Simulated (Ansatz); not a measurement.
# ZrH: the cost of one run

Computed with Ansatz 0.2.0 (DFT PBEsol, scalar-relativistic, plane waves, PAW, unless a step's input says otherwise).

1 further run of the same task is left out (it didn't finish).

**1. Starting point**

Symmetry: I-4m2, No. 119, tetragonal system. Conventional cell: a = 3.288 Å, b = 3.288 Å, c = 5.009 Å, α = 90.00°, β = 90.00°, γ = 90.00°. Around Zr (site symmetry -4m2) lie 4 H at 2.07 Å. H (site symmetry -4m2) is surrounded by 4 Zr at 2.07 Å.

Coordinates:

```cif
data_structure
_symmetry_space_group_name_H-M 'I-4m2'
_symmetry_Int_Tables_number 119
_cell_length_a 3.2878
_cell_length_b 3.2878
_cell_length_c 5.0088
_cell_angle_alpha 90.000
_cell_angle_beta 90.000
_cell_angle_gamma 90.000
_cell_volume 54.14
loop_
_atom_site_label
_atom_site_type_symbol
_atom_site_symmetry_multiplicity
_atom_site_Wyckoff_symbol
_atom_site_fract_x
_atom_site_fract_y
_atom_site_fract_z
_atom_site_occupancy
Zr1 Zr 2 a 0.00000 0.00000 0.00000 1
H1 H 2 c 0.00000 0.50000 0.25000 1
```

The structure comes from the Materials Project (structure only).

**2. A distortion of lower symmetry**

Against the listed cell: strain xx, yy, zz, yz, xz, xy = +2.4, +2.4, +4.7, -0.7, -0.7, -2.0 %; atoms moved by 0.06 Å root mean square, at most 0.06 Å.

input.yaml

```yaml
crystal:
  lattice:
    - [-1.7338505014, 1.6980375957, 2.6210038174]
    - [1.6980375957, -1.7338505014, 2.6210038174]
    - [1.6680941814, 1.6680941814, -2.6445117018]
  atoms:
    - { symbol: Zr, position: [-0.0129041305, 0.0129041305, 0.0] }
    - { symbol: H, position: [0.7629041305, 0.2370958695, 0.5] }
basis:
  ecutwfc: 420
kpoints:
  mp_grid: { grid: [14, 14, 16] }
hamiltonian:
  xc: pbesol
scf:
  occupations: { method: gaussian, width: 0.1 }
output:
  forces: true
  stress: true
  eigenvalues: true
```

Launch:

```bash
ansatz run input.yaml --threads 1 --pin off --max-ram 1331MiB --backend cpu --events-out ev --progress --plain --runs-dir out
```

**Question.** How long does this run take on 1 thread of an x86-64 CPU, shared host, and how much memory does it need?

About 47 s, with a peak of 0.65 GiB.
